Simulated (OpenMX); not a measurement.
GaN:

```xyz
4
Lattice="3.1800 0.0000 0.0000 -1.5900 2.7540 0.0000 0.0000 0.0000 5.1660" Properties=species:S:1:pos:R:3 pbc="T T T"
Ga    1.5900    0.9180    2.5830
Ga    0.0000    1.8360    0.0000
N     1.5900    0.9180    4.5203
N     0.0000    1.8360    1.9373
```

| Property | Result |
| --- | --- |
| Program | OpenMX 3.8.5 |
| Task | single point |
| Functional | PBE |
| Potentials or basis | OpenMX 2013 PBE set, Ga7.0-s3p2d2, N6.0-s2p2d1, grid cutoff 500 Ry |
| k mesh | 11 × 11 × 5 |
| Occupations | fermi-dirac, width 0.05 eV |
| Spin | no spin polarisation |

On this cell: pressure 9.2 GPa; largest force 0.117 eV/Å; band gap on the k mesh 2.40 eV, direct.

The same run follows on a disturbed copy (atoms moved at random, drawn with an rms of 0.05 Å):

```xyz
4
Lattice="3.1800 0.0000 0.0000 -1.5900 2.7540 0.0000 0.0000 0.0000 5.1660" Properties=species:S:1:pos:R:3 pbc="T T T"
Ga    1.6188    0.9301    2.5776
Ga    0.0354    1.8444    0.0547
N     1.5867    0.9433    4.5264
N     0.0246    1.7981    1.9332
```

Question: What does the disturbed cell give?

Answer: The energy moves by +18.9 meV/atom; pressure 9.8 GPa; largest force 1.634 eV/Å; band gap on the k mesh 2.27 eV, direct.

Forces on the atoms (eV/Å):
```
Ga  -0.061 -0.597  0.517
Ga  -0.488  0.244 -1.540
N    0.538 -0.286  0.230
N    0.041  0.642  0.767
```

Caveats: the basis of atomic orbitals isn't converged, which shifts pressures, moduli and gaps.

